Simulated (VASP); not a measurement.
A run of VASP 6.6.1:

File INCAR:

```
  ALGO = Normal
  EDIFF = 1E-7
  EDIFFG = -0.005
  ENCUT = 600
  IBRION = 2
  ISIF = 3
  ISMEAR = 0
  LASPH = True
  LCHARG = False
  LMIXTAU = True
  LREAL = False
  LWAVE = False
  METAGGA = R2SCAN
  NELM = 80
  NSW = 90
  PREC = Accurate
  SIGMA = 0.1
```

Contents of KPOINTS:

```
k-points
0
Gamma
  18 18 18
```

The input POSCAR:

```
Al
1.0
   -1.6070005800      1.6070005800      1.6070005800
    1.6070005800     -1.6070005800      1.6070005800
    1.6070005800      1.6070005800     -1.6070005800
Al
1
Direct
    0.0000000000      0.0000000000      0.0000000000
```

Potentials or basis: VASP PAW PBE potentials, release 64 (Al).

The run is started by

```sh
$ cat potpaw_PBE.64/Al/POTCAR > POTCAR
$ mpirun -np 1 vasp_std > vasp.out
```

Hardware: 1 thread of AMD EPYC 7R43 64-Core Processor (Zen 3), on a shared host.

Problem. Estimate the wall time of this run.

Solution. Wall time 8 min on 1 thread of AMD EPYC 7R43 64-Core Processor (Zen 3), with other jobs on the host, peak memory 0.12 GiB. Counts: scf iterations 37, k points 195, ion steps 3.
